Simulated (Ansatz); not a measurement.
# Mg: from a first guess to the relaxed diamond type

First guess:

```yaml
crystal:
  lattice:
    - [0.00000, 3.21951, 3.21951]
    - [3.21951, 0.00000, 3.21951]
    - [3.21951, 3.21951, 0.00000]
  atoms:
    - { symbol: Mg, position: [0.00000, 0.00000, 0.00000] }
    - { symbol: Mg, position: [0.25000, 0.25000, 0.25000] }
```

These are results of Ansatz 0.2.0, DFT, PBE, PAW with Ansatz's default frozen-core files, scalar-relativistic, not measurements.

Cell and atoms relax within the symmetry of the start on a 9×9×9 k mesh with 0.08 eV Fermi–Dirac smearing.

The start is built from a prototype, known or not as a phase of this compound; the cutoff is 420 eV.

What is the pressure of the first guess?

3.06 GPa.

What does it relax to?

a = 6.855 Å, b = 6.855 Å, c = 6.855 Å, α = 90.00°, β = 90.00°, γ = 90.00° (conventional cell), 40.27 Å³ per atom:
```xyz
2
Lattice="0.0000 3.4275 3.4275 3.4275 0.0000 3.4275 3.4275 3.4275 0.0000" Properties=species:S:1:pos:R:3 pbc="T T T"
Mg    0.0000    0.0000    0.0000
Mg    1.7138    1.7138    1.7138
```

How much energy does the relaxation release?

57 meV/atom.
